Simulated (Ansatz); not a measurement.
**What strain does to BaS (rocksalt)**

BaS built on the rocksalt prototype, relaxed with r2SCAN in Ansatz 0.2.0. It is cubic, Fm-3m (No. 225); conventional cell a = 6.424 Å, 33.13 Å³ an atom. Ba is surrounded by 6 S at 3.21 Å; S is surrounded by 6 Ba at 3.21 Å.

The axes x, y and z are those of this cell:
```yaml
crystal:
  lattice:
    - [0.00000, 3.21180, 3.21180]
    - [3.21180, 0.00000, 3.21180]
    - [3.21180, 3.21180, 0.00000]
  atoms:
    - { symbol: Ba, position: [0.00000, 0.00000, 0.00000] }
    - { symbol: S, position: [0.50000, 0.50000, 0.50000] }
```

Unstrained: PBE gives an indirect gap of 2.230 eV, from Γ to X; the least direct gap is 2.345 eV at X. With r2SCAN the valence top lies at Γ and the conduction bottom at X, 2.578 eV higher; the smallest vertical gap, at X, is 2.692 eV. HSE06 gives an indirect gap of 3.138 eV, from Γ to X; the least direct gap is 3.277 eV at X. Meshes: PBE 8×8×8, r2SCAN 8×8×8, HSE06 6×6×6. Strains are changes of length per length. After each strain the atoms were relaxed again with r2SCAN in this cell and within any symmetry left, so distortions that break it or need a larger cell weren't tested; points keep the names that they have in the unstrained zone. Calculated for a static, non-magnetic cell.

Changes of the least gap in eV (an overlap counts as a negative gap):
```
                                                                   strain  volume change (%)  space group     PBE  r2SCAN   HSE06  G0W0@PBE (mesh)  energy rise, r2SCAN (meV/atom)
             epitaxial +3.0 % in the xy plane, free normal strain -1.01 %               +5.0       I4/mmm  -0.026  -0.037  -0.024            -0.01                            17.8
epitaxial -2.0 % in the plane normal to [111], free normal strain +1.83 %               -2.2         R-3m  -0.071  -0.073  -0.074            -0.09                             6.4
             epitaxial +2.5 % in the xy plane, free normal strain -0.84 %               +4.2       I4/mmm  -0.021  -0.031  -0.019            -0.01                            12.6
                                                  uniaxial -2.0 % along z               -2.0       I4/mmm  -0.082  -0.089  -0.082            -0.10                             4.6
                                                  uniaxial +4.0 % along x               +4.0       I4/mmm  +0.016  +0.010  +0.016            +0.03                            13.5
```
Unstrained, G0W0@PBE with 276 empty bands, a screening cutoff of 150 eV and a 4×4×4 mesh gives 3.47 eV on its mesh; the band count follows the volume. No extrapolation in bands, cutoff or mesh was made for G0W0.

Epitaxial +3.0 % in the xy plane, free normal strain -1.01 %. HSE06: the gap goes from 3.138 to 3.114 eV (-0.024 eV); the X points, equivalent before, split by 35 meV, and the conduction bottom lies at those like (1/2, 1/2, 0); with r2SCAN the top three valence levels at Γ, degenerate before, become 1+2 from the top over 106 meV. Stress change with r2SCAN, compression positive: xx -2.69, yy -2.69, zz -0.02 GPa.

Epitaxial -2.0 % in the plane normal to [111], free normal strain +1.83 %. HSE06: the gap goes from 3.138 to 3.064 eV (-0.074 eV); with r2SCAN the top three valence levels at Γ, degenerate before, become 2+1 from the top over 96 meV. Stress change with r2SCAN, compression positive: xx +1.00, yy +1.00, zz +1.00, xy -0.51, xz -0.51, yz -0.51 GPa.

Epitaxial +2.5 % in the xy plane, free normal strain -0.84 %. HSE06: the gap goes from 3.138 to 3.119 eV (-0.019 eV); the X points, equivalent before, split by 29 meV, and the conduction bottom lies at those like (1/2, 1/2, 0); with r2SCAN the top three valence levels at Γ, degenerate before, become 1+2 from the top over 90 meV. Stress change with r2SCAN, compression positive: xx -2.32, yy -2.32, zz -0.02 GPa.

Uniaxial -2.0 % along z, other directions held. HSE06: the gap goes from 3.138 to 3.056 eV (-0.082 eV); the X points, equivalent before, split by 17 meV, and the conduction bottom lies at those like (1/2, 1/2, 0); with r2SCAN the top three valence levels at Γ, degenerate before, become 1+2 from the top over 69 meV. Stress change with r2SCAN, compression positive: xx +0.37, yy +0.37, zz +2.25 GPa.

Uniaxial +4.0 % along x, other directions held. HSE06: the gap goes from 3.138 to 3.154 eV (+0.016 eV); with r2SCAN the top three valence levels at Γ, degenerate before, become 2+1 from the top over 92 meV. Stress change with r2SCAN, compression positive: xx -3.05, yy -0.65, zz -0.65 GPa.

The runs are scalar-relativistic, without spin-orbit coupling.

The meshes of the hybrids are coarse, so their gaps aren't converged to the digits shown.

The splittings at Γ are without spin-orbit coupling, which regroups them where it is of like size.
